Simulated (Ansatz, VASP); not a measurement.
## O: VASP beside Ansatz

```xyz
12
Lattice="6.3314 0.0000 0.0000 0.0000 6.3314 0.0000 0.0000 0.0000 6.3314" Properties=species:S:1:pos:R:3 pbc="T T T"
O     0.6032   -0.0001    4.6820
O     0.7024   -0.5272    3.5892
O     4.4265    3.9568    2.9251
O     3.5038    4.1641    2.1569
O     1.0671    2.5278    3.0558
O     1.4837    2.9790    4.1066
O     5.7031    1.0751    1.0388
O     4.7258    0.4788    1.4565
O     4.0234    1.2708    4.3840
O     3.7030    0.1930    4.8628
O     6.3969    4.0280    6.6714
O     5.4318    3.8669    5.9471
```

Alike in both runs: functional PBE; dispersion D3(BJ); k mesh 1 × 1 × 1; occupations fermi-dirac, width 0.05 eV; collinear spin.

Ansatz relaxed the structure, and its values are those at the end. VASP's run is a single point on that final structure, the one shown.

|  | VASP | Ansatz |
| --- | --- | --- |
| version | VASP 6.6.1 | Ansatz 0.2.0 |
| potentials or method | VASP PAW PBE potentials, release 64 (O) | scalar-relativistic, plane waves, PAW |
| plane-wave cutoff (eV) | 520 | 420 |
| valence electrons in the cell | 72 | 72 |

|  | VASP | Ansatz | Ansatz less VASP |
| --- | --- | --- | --- |
| rms of the force components (eV/Å) | 0.614 | 0.081 | -0.5329 |
| net moment per atom (μB) | 1.00 | 1.00 | 0.000 |
| size of the moment on the site where the two differ most (μB) | 0.81 | 0.56 | -0.253 |
| dispersion energy (meV/atom) | -37.0 | -37.0 | -0.01 |

Site moments also hang on the region over which each program counts them. One of these differences is far larger than is usual between the two programs; its cause wasn't traced.

Caveats: the standard files for N, O and F lose accuracy on very short bonds.
